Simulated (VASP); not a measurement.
**ZrSe2: relaxation of cell and atoms with PBEsol**

Crystal: ZrSe2.

```
Zr Se
1.0
     3.73304    0.00000    0.00000
    -1.86652    3.23290    0.00000
     0.00000    0.00000    6.14638
Zr Se
1 2
Direct
  0.00000 0.00000 0.00000
  0.33333 0.66667 0.25834
  0.66667 0.33333 0.74166
```

```yaml
Program: VASP 6.6.1
Task: relaxation of cell and atoms
Functional: PBEsol
Potentials_or_basis: VASP PAW PBE potentials, release 64 (Zr_sv, Se)
Cutoff: 600 eV
k_mesh: 9 × 9 × 5
Occupations: gaussian, width 0.03 eV
Spin: no spin polarisation
Further_INCAR_settings: ALGO = Normal; EDIFF = 1e-07; IBRION = 2; EDIFFG = -0.005; NSW = 90; ISIF = 3
```

```
Pressure after relaxing      : 0.0 GPa
Largest force after relaxing : 0.004 eV/Å
Band gap on the k mesh       : 0.13 eV, indirect (least direct gap 1.01 eV)
```

Forces in eV/Å, atoms in the order of the input:
```
Zr   0.000  0.000  0.000
Se   0.000  0.000  0.004
Se   0.000  0.000 -0.004
```

Final structure:
```cif
data_structure
_symmetry_space_group_name_H-M 'P 1'
_symmetry_Int_Tables_number 1
_cell_length_a 3.7330
_cell_length_b 3.7330
_cell_length_c 6.1464
_cell_angle_alpha 90.000
_cell_angle_beta 90.000
_cell_angle_gamma 120.000
_cell_volume 74.18
loop_
_atom_site_label
_atom_site_type_symbol
_atom_site_fract_x
_atom_site_fract_y
_atom_site_fract_z
_atom_site_occupancy
Zr1 Zr 0.00000 0.00000 0.00000 1
Se1 Se 0.33333 0.66667 0.25834 1
Se2 Se 0.66667 0.33333 0.74166 1
```

Levels at points of the mesh, in eV from the valence-band top:
| k point | band 10 | band 11 | band 12 | band 13 | band 14 | band 15 |
| --- | --- | --- | --- | --- | --- | --- |
| (0.00, 0.00, 0.00) | -0.03 | 0.00 | 0.00 | 1.01 | 1.01 | 1.32 |

It took 34 s on 1 thread of Intel(R) Xeon(R) 6975P-C (Granite Rapids), with other jobs on the host, peak memory 0.24 GiB.

Caveat: the relaxation stopped at its first step, so nothing moved; the PAW data sets were made with another functional, which shifts forces and pressure a little; an odd mesh through Γ misses points on the zone boundary, where band edges often lie; this functional lacks dispersion, which binds the layers, so the pressure and a relaxed spacing across them are unreliable.
